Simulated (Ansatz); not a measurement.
Runs of Ansatz 0.2.0 on C. It takes space group P6_3/mmc (No. 194, hexagonal). Conventional cell: a = 2.522 Å, b = 2.522 Å, c = 12.356 Å, α = 90.00°, β = 90.00°, γ = 120.00°. C (site symmetry 3m) is surrounded by 4 C at 1.54 Å. Around C (site symmetry 3m) lie 4 C at 1.54 Å. Around C (site symmetry 3m) lie 4 C at 1.54 Å. This is a hexagonal form of diamond, not graphite.

```csv
potentials or basis,cutoff (eV),gap on the mesh (eV),pressure (GPa),largest force (eV/Å)
Ansatz NC,1116,4.39,2.0,0.33
Ansatz PAW earlier set,820,4.38,2.0,0.33
SSSP efficiency PAW,612,4.40,2.6,0.33
PseudoDojo standard (PBE files),1116,(b),(a),0.33
JTH PAW,780,4.38,1.4,0.33
```

Alike in all rows: task band structure; level PBE; no spin polarisation; cell as given; k mesh 12 × 12 × 3; smearing fermi-dirac 0.05 eV.

**Question.** Estimate the missing entries.

**Answer.** (a) 2.4; (b) 4.43.

